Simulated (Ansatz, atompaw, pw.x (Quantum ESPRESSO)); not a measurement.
What a changed setting does to a pw.x run (sc H)

Potential: PAW, atompaw 4.2.0.5, PBE; core none, reference 1s1; waves: 1s (bound): rc 1.45 bohr; 1s channel at 3.55 Ry: rc 1.45 bohr; 2p channel at 0.25 Ry: rc 1.65 bohr; local part: troulliermartins scheme with l = 2 at 0 Ry, radius 1.25 bohr; core correction: none; augmentation: sinc compensation charge, radius 1.65 bohr; PAW radius 1.65 bohr; waves and projectors: custom rrkj vanderbiltortho.

The reference run (k-mesh 18³, cutoffs 40/400 Ry, Fermi–Dirac 0.01 Ry, mixing_beta 0.4, conv_thr 1e-9, no spin) gives 0.30 GPa at 3.057 Å³/atom, where all-electron LAPW gives 1.13 GPa. This run, with its own iteration cap, changes degauss to 0.002.

```
&control
  calculation='scf', prefix='x', pseudo_dir='./', outdir='./tmp', tstress=.true., disk_io='none'
/
&system
  ibrav=0, nat=1, ntyp=1, ecutwfc=40, ecutrho=400, nbnd=7,
  occupations='smearing', smearing='fd', degauss=0.002
/
&electrons
  conv_thr=1e-09, mixing_beta=0.4, electron_maxstep=50
/
ATOMIC_SPECIES
H 1.0 H.UPF
CELL_PARAMETERS angstrom
  1.45132657 0.00000000 0.00000000
  0.00000000 1.45132657 0.00000000
  0.00000000 0.00000000 1.45132657
ATOMIC_POSITIONS crystal
H 0.0000 0.0000 0.0000
K_POINTS automatic
18 18 18 0 0 0
```

```bash
pw.x < H.scf.in > H.scf.out
```

Q: How does the run end?

A: It converges in 5 iterations; the free energy moves by +2.8 meV/atom and the pressure by -0.14 GPa. In a metal, with Fermi–Dirac smearing, F lies below its zero-width value by a term in the square of the width.

```
Message from routine setup:
     using ibrav=0 with symmetry is DISCOURAGED, use correct ibrav instead
     lattice parameter (alat)  =       2.7426  a.u.
     unit-cell volume          =      20.6297 (a.u.)^3
     number of electrons       =         1.00
     number of Kohn-Sham states=            7
     kinetic-energy cutoff     =      40.0000  Ry
     charge density cutoff     =     400.0000  Ry
     scf convergence threshold =      1.0E-09
     Exchange-correlation= SLA PW PBX PBC
     number of k points=   220  Fermi-Dirac smearing, width (Ry)=  0.0020
     iteration #  1     ecut=    40.00 Ry     beta= 0.40
     total energy              =      -1.08632359 Ry
     estimated scf accuracy    <       0.00015665 Ry
     iteration #  2     ecut=    40.00 Ry     beta= 0.40
     total energy              =      -1.08623400 Ry
     estimated scf accuracy    <       0.00005678 Ry
     iteration #  3     ecut=    40.00 Ry     beta= 0.40
     total energy              =      -1.08623564 Ry
     estimated scf accuracy    <       0.00000004 Ry
     iteration #  4     ecut=    40.00 Ry     beta= 0.40
     total energy              =      -1.08623561 Ry
     estimated scf accuracy    <          3.0E-09 Ry
     iteration #  5     ecut=    40.00 Ry     beta= 0.40
     the Fermi energy is     2.9643 ev
!    total energy              =      -1.08623561 Ry
     estimated scf accuracy    <          3.2E-10 Ry
     smearing contrib. (-TS)   =      -0.00001885 Ry
     convergence has been achieved in   5 iterations
          total   stress  (Ry/bohr**3)                   (kbar)     P=        1.60
     Message from routine punch:
     Nothing written, as per user request (disk_io='none')
```

The run took about 2.1 s on one core of a shared host (Intel(R) Xeon(R) Platinum 8488C, 96 threads, 372 GiB, load 66).
